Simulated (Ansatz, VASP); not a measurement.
Ta: VASP beside Ansatz

```xyz
1
Lattice="-1.6568 1.6568 1.6568 1.6568 -1.6568 1.6568 1.6568 1.6568 -1.6568" Properties=species:S:1:pos:R:3 pbc="T T T"
Ta    0.0000    0.0000    0.0000
```

Change from the starting cell: volume scaled by 1.01, PAW files.

Alike in both runs: task electric field gradients; functional PBEsol; k mesh 15 × 15 × 15; occupations fermi-dirac, width 0.05 eV; no spin polarisation.

|  | VASP | Ansatz |
| --- | --- | --- |
| version | VASP 6.6.1 | Ansatz 0.2.0 |
| potentials or method | VASP PAW PBE potentials, release 64 (Ta_pv) | PAW with Ansatz's default frozen-core files, scalar-relativistic |
| plane-wave cutoff (eV) | 520 | 420 |
| valence electrons in the cell | 11 | 13 |

```tsv
	VASP	Ansatz	Ansatz less VASP
pressure (GPa)	-5.8	-5.9	-0.13
Vzz of the field gradient on the site that differs most (V/Å²)	0.0	0.0	0.00
```

The two sets of potentials don't hold the same shells in valence. Ansatz warned: «gradients_without_spin_orbit».

Caveats: the PAW data sets were made with another functional, which shifts forces and pressure a little (VASP). The runs have no spin-orbit coupling, so splittings on Ta are missing.
